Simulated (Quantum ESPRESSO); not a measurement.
# Co (P6_3/mmc) in Quantum ESPRESSO: equation of state, part 2 of 2

Quantum ESPRESSO 7.5.

## (3) Single point, PBEsol, collinear spin, ferromagnetic start, 10.21 Å³/atom

File pw.in:

```
&CONTROL
  calculation = 'scf'
  prefix = 'pwscf'
  outdir = './tmp'
  pseudo_dir = './pseudo'
  tprnfor = .true.
  tstress = .true.
  disk_io = 'nowf'
/
&SYSTEM
  ibrav = 0
  nat = 2
  ntyp = 1
  ecutwfc = 56
  ecutrho = 448
  nbnd = 28
  occupations = 'smearing'
  smearing = 'fd'
  degauss = 0.00367493
  nspin = 2
  starting_magnetization(1) = 0.1176
/
&ELECTRONS
  conv_thr = 4d-10
  electron_maxstep = 120
  mixing_beta = 0.3
/
ATOMIC_SPECIES
Co    58.9332 co_pbesol_v1.2.uspp.F.UPF
CELL_PARAMETERS angstrom
   2.4385904036    0.0000000000    0.0000000000
  -1.2192952018    2.1118812389    0.0000000000
   0.0000000000    0.0000000000    3.9667976331
ATOMIC_POSITIONS crystal
Co     0.6666666667    0.3333333333    0.7500000000
Co     0.3333333333    0.6666666667    0.2500000000
K_POINTS automatic
12 12 7 0 0 0
```

Potentials or basis: GBRV 1.5 PBEsol.

Started as:

```bash
$ OMP_NUM_THREADS=1 mpirun -n 2 pw.x -nk 2 -in pw.in > pw.out
```

pw.out:

```text
This program is part of the open-source Quantum ESPRESSO suite
     for quantum simulation of materials; please cite
[... 6 lines left out ...]
     using ibrav=0 with symmetry is DISCOURAGED, use correct ibrav instead

     K-points division:     npool     =       2
     Subspace diagonalization in iterative solution of the eigenvalue problem:
     a serial algorithm will be used

     G-vector sticks info
     --------------------
     sticks:   dense  smooth     PW     G-vecs:    dense   smooth      PW
     Sum         649     313    109                22011     7715    1389

     Using Slab Decomposition

     bravais-lattice index     =            0
     lattice parameter (alat)  =       4.6083  a.u.
     unit-cell volume          =     137.8621 (a.u.)^3
[... 153 lines left out ...]
     estimated scf accuracy    <      13.83978241 Ry
[... 94 lines left out ...]
     iteration # 11     ecut=    56.00 Ry     beta= 0.30
     Davidson diagonalization with overlap
     ethr =  1.01E-10,  avg # of iterations =  1.5

     Magnetic moment per site  (integrated on atomic sphere of radius R)
     atom   1 (R=0.411)  charge= 15.5515  magn=  1.6716
     atom   2 (R=0.411)  charge= 15.5515  magn=  1.6716

     End of self-consistent calculation

     Number of k-points >= 100: set verbosity='high' to print the bands.

     the Fermi energy is    19.6829 ev

!    total energy              =    -596.54857274 Ry
     estimated scf accuracy    <          3.7E-10 Ry
     smearing contrib. (-TS)   =      -0.00109304 Ry
     internal energy E=F+TS    =    -596.54747970 Ry

     The total energy is F=E-TS. E is the sum of the following terms:
     one-electron contribution =    -295.90355521 Ry
     hartree contribution      =     171.27352809 Ry
     xc contribution           =     -64.77764793 Ry
     ewald contribution        =    -407.13980466 Ry

     total magnetization       =     3.20 Bohr mag/cell
     absolute magnetization    =     3.51 Bohr mag/cell

     convergence has been achieved in  11 iterations

     Forces acting on atoms (cartesian axes, Ry/au):

     atom    1 type  1   force =     0.00000000    0.00000000    0.00000000
     atom    2 type  1   force =    -0.00000000   -0.00000000    0.00000000

     Total force =     0.000000     Total SCF correction =     0.000000

     Computing stress (Cartesian axis) and pressure

          total   stress  (Ry/bohr**3)                   (kbar)     P=       41.06
   0.00035074   0.00000000   0.00000000           51.60        0.00        0.00
   0.00000000   0.00035074   0.00000000            0.00       51.60        0.00
   0.00000000   0.00000000   0.00013591            0.00        0.00       19.99

=------------------------------------------------------------------------------=
   JOB DONE.
=------------------------------------------------------------------------------=
```

Wall time 28 s (2 MPI ranks of Arm Neoverse V2, shared host); peak memory 0.24 GiB.

Results:

- Free energy: -8116.4568 eV
- Pressure: 4.1 GPa
- Band gap on the k mesh: none (metal or under the smearing width)
- Net moment: 3.20 μB per cell
- Absolute moment: 3.51 μB per cell
- Site moments: Co +1.67 μB
- Valence electrons inside the program's atomic spheres: Co 15.55

## (4) Single point, PBEsol, collinear spin, ferromagnetic start, 10.43 Å³/atom

pw.in, as its differences from that of step 3:

```diff
@@ -30,5 +30,5 @@
 CELL_PARAMETERS angstrom
-   2.4385904036    0.0000000000    0.0000000000
-  -1.2192952018    2.1118812389    0.0000000000
-   0.0000000000    0.0000000000    3.9667976331
+   2.4554087999    0.0000000000    0.0000000000
+  -1.2277044000    2.1264463974    0.0000000000
+   0.0000000000    0.0000000000    3.9941557227
 ATOMIC_POSITIONS crystal
```

Started as:

```bash
$ OMP_NUM_THREADS=1 mpirun -n 2 pw.x -nk 2 -in pw.in > pw.out
```

Run time: 33 s. Hardware: 2 MPI ranks of Arm Neoverse V2, shared host; peak memory 0.24 GiB.

It converged, with:

| Property | Result |
| --- | --- |
| Free energy | -8116.4614 eV |
| Pressure | -0.9 GPa |
| Band gap on the k mesh | none (metal or under the smearing width) |
| Net moment | 3.25 μB per cell |
| Absolute moment | 3.56 μB per cell |
| Site moments | Co +1.70 μB |
| Valence electrons inside the program's atomic spheres | Co 15.57 |

## (5) Single point, PBEsol, collinear spin, ferromagnetic start, 10.64 Å³/atom

pw.in, as its differences from that of step 4:

```diff
@@ -30,5 +30,5 @@
 CELL_PARAMETERS angstrom
-   2.4554087999    0.0000000000    0.0000000000
-  -1.2277044000    2.1264463974    0.0000000000
-   0.0000000000    0.0000000000    3.9941557227
+   2.4719999032    0.0000000000    0.0000000000
+  -1.2359999516    2.1408147143    0.0000000000
+   0.0000000000    0.0000000000    4.0211440800
 ATOMIC_POSITIONS crystal
```

Started as:

```bash
$ OMP_NUM_THREADS=1 mpirun -n 2 pw.x -nk 2 -in pw.in > pw.out
```

It took 33 s on 2 MPI ranks of Arm Neoverse V2, shared host; peak memory 0.24 GiB.

It converged, with:

- Free energy: -8116.4534 eV
- Pressure: -5.4 GPa
- Band gap on the k mesh: none (metal or under the smearing width)
- Net moment: 3.29 μB per cell
- Absolute moment: 3.61 μB per cell
- Site moments: Co +1.72 μB
- Valence electrons inside the program's atomic spheres: Co 15.58

## (6) Single point, PBEsol, collinear spin, ferromagnetic start, 10.85 Å³/atom

pw.in, as its differences from that of step 5:

```diff
@@ -30,5 +30,5 @@
 CELL_PARAMETERS angstrom
-   2.4719999032    0.0000000000    0.0000000000
-  -1.2359999516    2.1408147143    0.0000000000
-   0.0000000000    0.0000000000    4.0211440800
+   2.4883712406    0.0000000000    0.0000000000
+  -1.2441856203    2.1549927084    0.0000000000
+   0.0000000000    0.0000000000    4.0477749493
 ATOMIC_POSITIONS crystal
```

Potentials or basis: GBRV 1.5 PBEsol.

Started as:

```bash
$ OMP_NUM_THREADS=1 mpirun -n 2 pw.x -nk 2 -in pw.in > pw.out
```

Run time: 38 s. Hardware: 2 MPI ranks of Arm Neoverse V2, shared host; peak memory 0.24 GiB.

The run converged. Its results:

```
Free energy                                           : -8116.4340 eV
Pressure                                              : -9.5 GPa
Band gap on the k mesh                                : none (metal or under the smearing width)
Net moment                                            : 3.32 μB per cell
Absolute moment                                       : 3.66 μB per cell
Site moments                                          : Co +1.74 μB
Valence electrons inside the program's atomic spheres : Co 15.60
```

## (7) Single point, PBEsol, collinear spin, ferromagnetic start, 11.07 Å³/atom

pw.in, as its differences from that of step 6:

```diff
@@ -30,5 +30,5 @@
 CELL_PARAMETERS angstrom
-   2.4883712406    0.0000000000    0.0000000000
-  -1.2441856203    2.1549927084    0.0000000000
-   0.0000000000    0.0000000000    4.0477749493
+   2.5045299482    0.0000000000    0.0000000000
+  -1.2522649741    2.1689865596    0.0000000000
+   0.0000000000    0.0000000000    4.0740599388
 ATOMIC_POSITIONS crystal
```

Started as:

```bash
$ OMP_NUM_THREADS=1 mpirun -n 2 pw.x -nk 2 -in pw.in > pw.out
```

Wall time 38 s (2 MPI ranks of Arm Neoverse V2, shared host); peak memory 0.24 GiB.

Results (log left out):

- Free energy: -8116.4044 eV
- Pressure: -13.1 GPa
- Band gap on the k mesh: none (metal or under the smearing width)
- Net moment: 3.35 μB per cell
- Absolute moment: 3.69 μB per cell
- Site moments: Co +1.75 μB
- Valence electrons inside the program's atomic spheres: Co 15.61

## (8) Single point, PBEsol, collinear spin, ferromagnetic start, 11.28 Å³/atom

pw.in, as its differences from that of step 7:

```diff
@@ -30,5 +30,5 @@
 CELL_PARAMETERS angstrom
-   2.5045299482    0.0000000000    0.0000000000
-  -1.2522649741    2.1689865596    0.0000000000
-   0.0000000000    0.0000000000    4.0740599388
+   2.5204827983    0.0000000000    0.0000000000
+  -1.2602413992    2.1828021331    0.0000000000
+   0.0000000000    0.0000000000    4.1000100648
 ATOMIC_POSITIONS crystal
```

Started as:

```bash
$ OMP_NUM_THREADS=1 mpirun -n 2 pw.x -nk 2 -in pw.in > pw.out
```

Run time: 39 s. Hardware: 2 MPI ranks of Arm Neoverse V2, shared host; peak memory 0.26 GiB.

It converged, with:

```yaml
Free_energy: -8116.3655 eV
Pressure: -16.4 GPa
Band_gap_on_the_k_mesh: none (metal or under the smearing width)
Net_moment: 3.37 μB per cell
Absolute_moment: 3.73 μB per cell
Site_moments: Co +1.77 μB
Valence_electrons_inside_the_program's_atomic_spheres: Co 15.62
```

## (9) Equation of state, PBEsol, collinear spin, ferromagnetic start

Potentials or basis: GBRV 1.5 PBEsol.

This step only gathers the single runs of the series.

What came out:

```yaml
Equilibrium_volume: 10.40 Å³/atom
Bulk_modulus_at_fixed_shape_and_positions: 236 GPa
Pressure_derivative_of_the_bulk_modulus: 4.2
```

Energy against volume, from the lowest point:
```tsv
volume (Å³/atom)	energy (meV/atom)
10.002	11.65
10.215	2.30
10.427	0.00
10.640	4.02
10.853	13.71
11.066	28.53
11.279	47.97
```

Caveat: the cell was scaled at fixed shape and fractional positions, which overstates the stiffness of a crystal with free parameters, most of all of layers and chains.
